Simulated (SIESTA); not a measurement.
Crystal: GaP.

```xyz
2
Lattice="0.0000 2.7252 2.7252 2.7252 0.0000 2.7252 2.7252 2.7252 0.0000" Properties=species:S:1:pos:R:3 pbc="T T T"
Ga    0.0000    0.0000    0.0000
P     4.0879    4.0879    4.0879
```

Base run:

- Program: SIESTA 5.4.2
- Functional: vdW-DF-cx
- Potentials or basis: PseudoDojo 0.4 standard (PBE files)
- Basis: DZP (energy shift 0.003 Ry; two zetas on semicore shells)
- Grid cutoff: 800 Ry
- Energy shift: 0.003 Ry
- k mesh: 8 × 8 × 8
- Occupations: fermi-dirac, width 0.05 eV
- Spin: no spin polarisation

Its results: band gap on the k mesh 1.58 eV, indirect (least direct gap 1.96 eV); pressure 1.5 GPa.

Task: After a change of settings the same cell gave: band gap on the k mesh 1.50 eV, indirect (least direct gap 1.83 eV); pressure -2.2 GPa. Which change was it?
A. functional from vdW-DF-cx to AM05; potentials or basis from PseudoDojo 0.4 standard (PBE files) to PseudoDojo 0.4 standard (PBEsol files)
B. functional from vdW-DF-cx to LDA; potentials or basis from PseudoDojo 0.4 standard (PBE files) to PseudoDojo 0.4 standard (LDA files)
C. functional from vdW-DF-cx to RPBE

Result: B.

Caveats: the basis of atomic orbitals isn't converged, which shifts pressures, moduli and gaps; the potentials were made for another functional, which shifts forces and pressure (some runs).

Runs at the PBE level aren't shown here.
